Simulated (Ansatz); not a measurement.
The system is PbSe.

```
Pb Se
1.0
     3.78432    0.00000    0.00000
     0.00000    3.78432    0.00000
     0.00000    0.00000    3.78432
Pb Se
1 1
Direct
  0.00000 0.00000 0.00000
  0.50000 0.50000 0.50000
```

Measurements of this composition are mostly on another form, of space group No. 225.

Base run:

| Item | Value |
| --- | --- |
| Program | Ansatz 0.2.0 |
| Functional | r2SCAN50 |
| Potentials or basis | Ansatz PAW |
| Cutoff | 500 eV (not typed: the program's choice for these potentials) |
| k mesh | 4 × 4 × 4 |
| Occupations | fermi-dirac, width 0.05 eV |
| Spin | no spin polarisation |

Its results: band gap on the k mesh 1.62 eV, indirect (least direct gap 2.57 eV); pressure -1.4 GPa.

After a change of settings the same cell gave: band gap on the k mesh 4.05 eV, indirect (least direct gap 5.27 eV); pressure 5.8 GPa. Which change was it?
A. functional from r2SCAN50 to PBE0; cutoff from 500 eV (not typed: the program's choice for these potentials) to 420 eV (not typed: the program's choice for these potentials)
B. functional from r2SCAN50 to HSE06; cutoff from 500 eV (not typed: the program's choice for these potentials) to 420 eV (not typed: the program's choice for these potentials)
C. functional from r2SCAN50 to HSEsol; cutoff from 500 eV (not typed: the program's choice for these potentials) to 420 eV (not typed: the program's choice for these potentials)
D. functional from r2SCAN50 to HF; cutoff from 500 eV (not typed: the program's choice for these potentials) to 420 eV (not typed: the program's choice for these potentials)

D.

Caveats: spin-orbit coupling is left out, which as a rule narrows the gap of such compounds by several tenths of an eV; the PAW data sets come from PBE, with cores solved anew for the run's functional, which leaves a small shift of forces and pressure; the thresholds are loose for stress.
